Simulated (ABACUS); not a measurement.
A run of ABACUS 3.10.1 is set up as follows.

INPUT

```
INPUT_PARAMETERS
suffix              Ni
calculation         scf
basis_type          pw
pseudo_dir          ./
symmetry            1
dft_functional      pbesol
ecutwfc             98
pseudo_rcut         7
nspin               2
nbands              14
ks_solver           dav
smearing_method     fd
smearing_sigma      0.00367493
scf_thr             1e-08
scf_nmax            100
mixing_type         broyden
mixing_beta         0.4
cal_force           1
cal_stress          1
kpar                4
```

The input STRU:

```
ATOMIC_SPECIES
Ni 58.6934 Ni.upf

LATTICE_CONSTANT
1.8897261246

LATTICE_VECTORS
0.0000000000 1.7375729330 1.7375729330
1.7375729330 0.0000000000 1.7375729330
1.7375729330 1.7375729330 0.0000000000

ATOMIC_POSITIONS
Direct

Ni
0.0
1
0.0000000000 0.0000000000 0.0000000000 1 1 1 mag 1
```

KPT

```
K_POINTS
0
Gamma
13 13 13 0 0 0
```

Potentials or basis: PseudoDojo NC SR 0.4.1 PBEsol standard, plane waves.

Command:

```bash
$ OMP_NUM_THREADS=1 mpirun -np 4 abacus > log
```

Predict the band gap on the k mesh.

none (metal or under the smearing width).

Predict the pressure.

-2.4 GPa.

Predict the net moment.

0.63 μB per cell.

What does it give for the absolute moment?

0.71 μB per cell.
